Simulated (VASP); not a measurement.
Write the native input for VASP 6.6.1 that does the following.

| Item | Value |
| --- | --- |
| Task | single point |
| Functional | PBE |
| Potentials or basis | VASP PAW PBE potentials, release 64 (Pb_d) |
| Cutoff | 520 eV |
| k mesh | 6 × 6 × 6 |
| Occupations | methfessel-paxton, width 0.15 eV |
| Spin | no spin polarisation |
| Dipole correction | no |
| Further INCAR settings | ALGO = Fast; EDIFF = 1e-06; NBANDS = 13 |

The structure of Pb lies in POSCAR:

```
Pb
1.0
   -2.0256600000      1.9637000000      1.9954900000
    2.0351000000     -1.9514300000      1.9926600000
    1.9882000000      1.9139700000     -1.9832200000
Pb
1
Direct
    0.0000000000      0.0000000000      0.0000000000
```

This isn't the form of Pb at room conditions, which is fcc.

One way to write it, as run:

INCAR

```
ALGO     = Fast           # electronic algorithm
EDIFF    = 1E-6           # SCF threshold, eV
ENCUT    = 520            # plane-wave cutoff, eV
GGA      = PE             # functional
ISIF     = 2              # what is computed and relaxed
ISMEAR   = 1              # smearing method
LASPH    = True           # aspherical terms in the spheres
LCHARG   = False          # write CHGCAR
LREAL    = False          # projectors in reciprocal space
LWAVE    = False          # write WAVECAR
NBANDS   = 13             # bands
NELM     = 80             # most SCF steps
PREC     = Accurate       # precision mode
SIGMA    = 0.15           # smearing width, eV
```

KPOINTS

```
k-points
0
Gamma
  6 6 6
```

Potentials or basis: VASP PAW PBE potentials, release 64 (Pb_d).

The run is started by

```sh
$ cat potpaw_PBE.64/Pb_d/POTCAR > POTCAR
$ mpirun -np 1 vasp_std > vasp.out
```

It gave:

```json
{
 "Pressure": "0.8 GPa",
 "Band gap on the k mesh": "none (metal or under the smearing width)"
}
```

Caveat: the k mesh is coarse (spacing up to 0.38 Å⁻¹), so the values aren't converged.

Run time: 37 s on 1 thread of AMD EPYC 9R14 (Zen 4) (shared host), peak memory 0.15 GiB.
